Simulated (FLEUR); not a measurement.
Here is a FLEUR MaX-R8.1 (patched build s14) calculation.

File inp.xml:

```xml
<?xml version="1.0" encoding="UTF-8" standalone="no"?>
<fleurInput fleurInputVersion="0.39">
   <comment>
      CuI                                                                                                 
   </comment>
   <calculationSetup>
      <cutoffs Kmax="4.0" Gmax="20.0" GmaxXC="20.0" numbands="all"/>
      <scfLoop itmax="100" minDistance="0.0002" maxIterBroyd="50" imix="Anderson" alpha="0.05" precondParam="0.0" spinf="2.0"/>
      <coreElectrons ctail="T" frcor="F" kcrel="0" coretail_lmax="0"/>
      <xcFunctional name="vwn" relativisticCorrections="F"/>
      <magnetism jspins="1"/>
      <soc l_soc="T" theta="0.0" phi="0.0" spav="F"/>
      <expertModes spex="0" secvar="F"/>
      <geometryOptimization l_f="F" forcealpha="1.0" forcemix="BFGS" epsdisp="0.00001" epsforce="0.00001"/>
      <ldaU l_linMix="F" mixParam="0.05" spinf="1.0"/>
   </calculationSetup>
   <cell>
      <bzIntegration valenceElectrons="42.0" mode="gauss" fermiSmearingEnergy="0.00367493">
         <kPointListSelection listName="default-1"/>
         <!-- k-points included here -->
         <xi:include xmlns:xi="http://www.w3.org/2001/XInclude" href="kpts.xml"> </xi:include>
      </bzIntegration>
      <!-- symmetry operations included here -->
      <xi:include xmlns:xi="http://www.w3.org/2001/XInclude" href="sym.xml"> </xi:include>
      <bulkLattice scale="1.0">
         <bravaisMatrix>
            <row-1>    0.0000000000000000     5.7287047467248993     5.7287047467248993</row-1>
            <row-2>    5.7287047467248993     0.0000000000000000     5.7287047467248993</row-2>
            <row-3>    5.7287047467248993     5.7287047467248993     0.0000000000000000</row-3>
         </bravaisMatrix>
      </bulkLattice>
   </cell>
   <atomSpecies>
      <species name="Iodine (I)" element="I" atomicNumber="53">
         <mtSphere radius="2.36" gridPoints="781" logIncrement="0.017"/>
         <atomicCutoffs lmax="7" lnonsphr="5"/>
         <electronConfig flipSpins="F">
            <coreConfig>(1s1/2) (2s1/2) (2p1/2) (2p3/2) (3s1/2) (3p1/2) (3p3/2) (4s1/2) (3d3/2) (3d5/2)</coreConfig>
            <valenceConfig>(4p1/2) (4p3/2) (5s1/2) (4d3/2) (4d5/2) (5p1/2) (5p3/2)</valenceConfig>
            <stateOccupation state="(5p1/2)" spinUp="0.833333" spinDown="0.833333"/>
            <stateOccupation state="(5p3/2)" spinUp="1.666667" spinDown="1.666667"/>
         </electronConfig>
         <energyParameters s="5" p="5" d="5" f="4"/>
         <lo type="SCLO" l="1" n="4" eDeriv="0"/>
         <lo type="SCLO" l="1" n="4" eDeriv="1"/>
         <lo type="SCLO" l="2" n="4" eDeriv="0"/>
         <lo type="SCLO" l="2" n="4" eDeriv="1"/>
         <lo type="SCLO" l="0" n="5" eDeriv="2"/>
         <lo type="SCLO" l="3" n="4" eDeriv="2"/>
      </species>
      <species name="Copper (Cu)" element="Cu" atomicNumber="29">
         <mtSphere radius="2.23" gridPoints="737" logIncrement="0.017"/>
         <atomicCutoffs lmax="6" lnonsphr="4"/>
         <electronConfig flipSpins="F">
            <coreConfig>(1s1/2) (2s1/2) (2p1/2) (2p3/2)</coreConfig>
            <valenceConfig>(3s1/2) (3p1/2) (3p3/2) (4s1/2) (3d3/2) (3d5/2)</valenceConfig>
            <stateOccupation state="(4s1/2)" spinUp="0.500000" spinDown="0.500000"/>
         </electronConfig>
         <energyParameters s="4" p="4" d="3" f="4"/>
         <ldaU l="2" U="6" J="0.9" l_amf="F"/>
         <lo type="SCLO" l="0" n="3" eDeriv="0"/>
         <lo type="SCLO" l="1" n="3" eDeriv="0"/>
         <lo type="SCLO" l="1" n="3" eDeriv="1"/>
         <lo type="SCLO" l="3" n="4" eDeriv="2"/>
      </species>
   </atomSpecies>
   <atomGroups>
      <atomGroup species="Iodine (I)">
         <relPos label="                   1">.0000000000 .0000000000 .0000000000</relPos>
         <force calculate="T" relaxXYZ="TTT"/>
      </atomGroup>
      <atomGroup species="Copper (Cu)">
         <relPos label="                   2">-1.000/4.000 -1.000/4.000 -1.000/4.000</relPos>
         <force calculate="T" relaxXYZ="TTT"/>
      </atomGroup>
   </atomGroups>
   <output dos="F" band="F" slice="F">
      <checks vchk="F" cdinf="F"/>
      <bandDOS minEnergy="-.5*Htr" maxEnergy="0.5*Htr" sigma="0.015" storeEVData="T"/>
      <vacuumDOS vacdos="F" integ="F" star="F" nstars="0" locx1="0.0" locy1="0.0" locx2="0.0" locy2="0.0" nstm="0" tworkf="0.0"/>
      <unfoldingBand unfoldBand="F" supercellX="1" supercellY="1" supercellZ="1"/>
      <plotting iplot="0" polar="F">
         <plot TwoD="T" vec1="  1.0  0.0  0.0" vec2="  0.0  1.0  0.0" vec3="  0.0  0.0  1.0" zero="  0.0  0.0  0.0" file="plot"/>
      </plotting>
      <chargeDensitySlicing numkpt="0" minEigenval="0.0" maxEigenval="0.0" nnne="0" pallst="F"/>
      <specialOutput eonly="F"/>
      <magneticCircularDichroism mcd="F" energyLo="-10.0" energyUp="0.0"/>
   </output>
  <!-- We include the file relax.xml here to enable relaxations (see documentation) -->
  <xi:include xmlns:xi="http://www.w3.org/2001/XInclude" href="relax.xml"> <xi:fallback/> </xi:include>
</fleurInput>
```

Contents of crystal.txt:

```
CuI
&input cartesian=F /
0.0000000000  3.0315000000  3.0315000000
3.0315000000  0.0000000000  3.0315000000
3.0315000000  3.0315000000  0.0000000000
1.8897261246
1.0 1.0 1.0

2
53 0.0000000000  0.0000000000  0.0000000000
29 0.7500000000  0.7500000000  0.7500000000

&soc 0.0 0.0 /
&kpt div1=5 div2=5 div3=5 gamma=T /
```

Contents of inp.xml (bands):

```
<?xml version="1.0" encoding="UTF-8" standalone="no"?>
<fleurInput fleurInputVersion="0.39">
   <comment>
      CuI                                                                                                 
   </comment>
   <calculationSetup>
      <cutoffs Kmax="4.0" Gmax="20.0" GmaxXC="20.0" numbands="all"/>
      <scfLoop itmax="100" minDistance="0.0002" maxIterBroyd="50" imix="Anderson" alpha="0.05" precondParam="0.0" spinf="2.0"/>
      <coreElectrons ctail="T" frcor="F" kcrel="0" coretail_lmax="0"/>
      <xcFunctional name="vwn" relativisticCorrections="F"/>
      <magnetism jspins="1"/>
      <soc l_soc="T" theta="0.0" phi="0.0" spav="F"/>
      <expertModes spex="0" secvar="F"/>
      <geometryOptimization l_f="F" forcealpha="1.0" forcemix="BFGS" epsdisp="0.00001" epsforce="0.00001"/>
      <ldaU l_linMix="F" mixParam="0.05" spinf="1.0"/>
   </calculationSetup>
   <cell>
      <bzIntegration valenceElectrons="42.0" mode="gauss" fermiSmearingEnergy="0.00367493">
         <kPointListSelection listName="path-1"/>
         <!-- k-points included here -->
         <xi:include xmlns:xi="http://www.w3.org/2001/XInclude" href="kpts.xml"> </xi:include>
      </bzIntegration>
      <!-- symmetry operations included here -->
      <xi:include xmlns:xi="http://www.w3.org/2001/XInclude" href="sym.xml"> </xi:include>
      <bulkLattice scale="1.0">
         <bravaisMatrix>
            <row-1>    0.0000000000000000     5.7287047467248993     5.7287047467248993</row-1>
            <row-2>    5.7287047467248993     0.0000000000000000     5.7287047467248993</row-2>
            <row-3>    5.7287047467248993     5.7287047467248993     0.0000000000000000</row-3>
         </bravaisMatrix>
      </bulkLattice>
   </cell>
   <atomSpecies>
      <species name="Iodine (I)" element="I" atomicNumber="53">
         <mtSphere radius="2.36" gridPoints="781" logIncrement="0.017"/>
         <atomicCutoffs lmax="7" lnonsphr="5"/>
         <electronConfig flipSpins="F">
            <coreConfig>(1s1/2) (2s1/2) (2p1/2) (2p3/2) (3s1/2) (3p1/2) (3p3/2) (4s1/2) (3d3/2) (3d5/2)</coreConfig>
            <valenceConfig>(4p1/2) (4p3/2) (5s1/2) (4d3/2) (4d5/2) (5p1/2) (5p3/2)</valenceConfig>
            <stateOccupation state="(5p1/2)" spinUp="0.833333" spinDown="0.833333"/>
            <stateOccupation state="(5p3/2)" spinUp="1.666667" spinDown="1.666667"/>
         </electronConfig>
         <energyParameters s="5" p="5" d="5" f="4"/>
         <lo type="SCLO" l="1" n="4" eDeriv="0"/>
         <lo type="SCLO" l="1" n="4" eDeriv="1"/>
         <lo type="SCLO" l="2" n="4" eDeriv="0"/>
         <lo type="SCLO" l="2" n="4" eDeriv="1"/>
         <lo type="SCLO" l="0" n="5" eDeriv="2"/>
         <lo type="SCLO" l="3" n="4" eDeriv="2"/>
      </species>
      <species name="Copper (Cu)" element="Cu" atomicNumber="29">
         <mtSphere radius="2.23" gridPoints="737" logIncrement="0.017"/>
         <atomicCutoffs lmax="6" lnonsphr="4"/>
         <electronConfig flipSpins="F">
            <coreConfig>(1s1/2) (2s1/2) (2p1/2) (2p3/2)</coreConfig>
            <valenceConfig>(3s1/2) (3p1/2) (3p3/2) (4s1/2) (3d3/2) (3d5/2)</valenceConfig>
            <stateOccupation state="(4s1/2)" spinUp="0.500000" spinDown="0.500000"/>
         </electronConfig>
         <energyParameters s="4" p="4" d="3" f="4"/>
         <ldaU l="2" U="6" J="0.9" l_amf="F"/>
         <lo type="SCLO" l="0" n="3" eDeriv="0"/>
         <lo type="SCLO" l="1" n="3" eDeriv="0"/>
         <lo type="SCLO" l="1" n="3" eDeriv="1"/>
         <lo type="SCLO" l="3" n="4" eDeriv="2"/>
      </species>
   </atomSpecies>
   <atomGroups>
      <atomGroup species="Iodine (I)">
         <relPos label="                   1">.0000000000 .0000000000 .0000000000</relPos>
         <force calculate="T" relaxXYZ="TTT"/>
      </atomGroup>
      <atomGroup species="Copper (Cu)">
         <relPos label="                   2">-1.000/4.000 -1.000/4.000 -1.000/4.000</relPos>
         <force calculate="T" relaxXYZ="TTT"/>
      </atomGroup>
   </atomGroups>
   <output dos="F" band="T" slice="F">
      <checks vchk="F" cdinf="F"/>
      <bandDOS minEnergy="-.5*Htr" maxEnergy="0.5*Htr" sigma="0.015" storeEVData="T"/>
      <vacuumDOS vacdos="F" integ="F" star="F" nstars="0" locx1="0.0" locy1="0.0" locx2="0.0" locy2="0.0" nstm="0" tworkf="0.0"/>
      <unfoldingBand unfoldBand="F" supercellX="1" supercellY="1" supercellZ="1"/>
      <plotting iplot="0" polar="F">
         <plot TwoD="T" vec1="  1.0  0.0  0.0" vec2="  0.0  1.0  0.0" vec3="  0.0  0.0  1.0" zero="  0.0  0.0  0.0" file="plot"/>
      </plotting>
      <chargeDensitySlicing numkpt="0" minEigenval="0.0" maxEigenval="0.0" nnne="0" pallst="F"/>
      <specialOutput eonly="F"/>
      <magneticCircularDichroism mcd="F" energyLo="-10.0" energyUp="0.0"/>
   </output>
  <!-- We include the file relax.xml here to enable relaxations (see documentation) -->
  <xi:include xmlns:xi="http://www.w3.org/2001/XInclude" href="relax.xml"> <xi:fallback/> </xi:include>
</fleurInput>
```

Potentials or basis: all-electron, FLAPW.

The run is started by

```console
$ inpgen -f crystal.txt -profile fast
$ # inp.xml edited to the form shown
$ fleur
$ fleur   # second run, on inp.xml (bands)
```

Task: Predict the band gap on the k mesh.

Result: 1.40 eV, direct.

Task: What does it give for the band gap along the path?

Result: 1.40 eV, direct.

Levels at the corners of the path, in eV from the valence-band top:
```tsv
point	band 40	band 41	band 42	band 43	band 44	band 45
Γ	0.00	0.00	0.00	1.40	1.40	5.28
X	-2.21	-1.93	-1.93	2.88	2.88	3.18
W	-2.48	-1.91	-1.89	4.62	4.85	4.99
K	-2.21	-1.72	-1.69	3.34	3.35	4.83
Γ	0.00	0.00	0.00	1.40	1.40	5.28
L	-1.14	-0.82	-0.82	2.47	2.47	5.77
U	-2.21	-1.72	-1.69	3.34	3.35	4.83
W	-2.48	-1.91	-1.89	4.62	4.85	4.99
L	-1.14	-0.82	-0.82	2.47	2.47	5.77
K	-2.21	-1.72	-1.69	3.34	3.35	4.83
U	-2.21	-1.72	-1.69	3.34	3.35	4.83
X	-2.21	-1.93	-1.93	2.88	2.88	3.18
```
